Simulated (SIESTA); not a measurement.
ZrN:

```
CELL_PARAMETERS angstrom
0.00000 2.30000 2.30000
2.30000 0.00000 2.30000
2.30000 2.30000 0.00000
ATOMIC_POSITIONS crystal
Zr 0.50000 0.50000 0.50000
N 0.00000 0.00000 0.00000
```

Base run:

```yaml
Program: SIESTA 5.4.2
Functional: RPBE
Potentials_or_basis: PseudoDojo 0.4 standard (PBE files)
Basis: DZP (energy shift 0.003 Ry; two zetas on semicore shells)
Grid_cutoff: 800 Ry
Energy_shift: 0.003 Ry
k_mesh: 10 × 10 × 10
Occupations: fermi-dirac, width 0.05 eV
Spin: no spin polarisation
```

Its results: band gap on the k mesh none (metal or under the smearing width); pressure 6.0 GPa.

Task: After a change of settings the same cell gave: band gap on the k mesh none (metal or under the smearing width); pressure 5.1 GPa. Which change was it?
A. functional from RPBE to revPBE
B. functional from RPBE to PBEsol; potentials or basis from PseudoDojo 0.4 standard (PBE files) to PseudoDojo 0.4 standard (PBEsol files)
C. functional from RPBE to AM05; potentials or basis from PseudoDojo 0.4 standard (PBE files) to PseudoDojo 0.4 standard (PBEsol files)
D. functional from RPBE to LDA; potentials or basis from PseudoDojo 0.4 standard (PBE files) to PseudoDojo 0.4 standard (LDA files)

Result: A.

Caveats: the potentials were made for another functional, which shifts forces and pressure; the basis of atomic orbitals isn't converged, which shifts pressures, moduli and gaps.

Runs at the PBE level aren't shown here.
